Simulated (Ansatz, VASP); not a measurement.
# One calculation of Ce, two programs

```xyz
2
Lattice="1.5470 -3.0035 0.0000 1.5470 3.0035 0.0000 0.0000 0.0000 5.2460" Properties=species:S:1:pos:R:3 pbc="T T T"
Ce    1.5470   -2.3728    3.9345
Ce    1.5470    2.3728    1.3115
```

Alike in both runs: task single point; functional PBEsol; k mesh 11 × 11 × 6; occupations fermi-dirac, width 0.05 eV; no spin polarisation.

|  | VASP | Ansatz |
| --- | --- | --- |
| version | VASP 6.6.1 | Ansatz 0.2.0 |
| potentials or method | VASP PAW PBE potentials, release 64 (Ce) | PAW, plane waves, scalar-relativistic |
| plane-wave cutoff (eV) | 520 | 420 |
| valence electrons in the cell | 24 | 24 |

|  | VASP | Ansatz | Ansatz less VASP |
| --- | --- | --- | --- |
| pressure (GPa) | -1.6 | -1.4 | +0.20 |
| largest component of the traceless stress (GPa) | 0.40 | 0.44 | +0.037 |
| rms of the force components (eV/Å) | 0.111 | 0.113 | +0.0025 |

Atom by atom the forces differ by 0.003 eV/Å (rms over components). The functional is the same, so the differences come from potentials, cutoffs and numerics.

Caveats: the PAW data sets were made with another functional, which shifts forces and pressure a little (VASP). Spin polarisation is off, so any magnetic state and its effect on volume and gap are missing. The runs have no spin-orbit coupling, so splittings on Ce are missing.
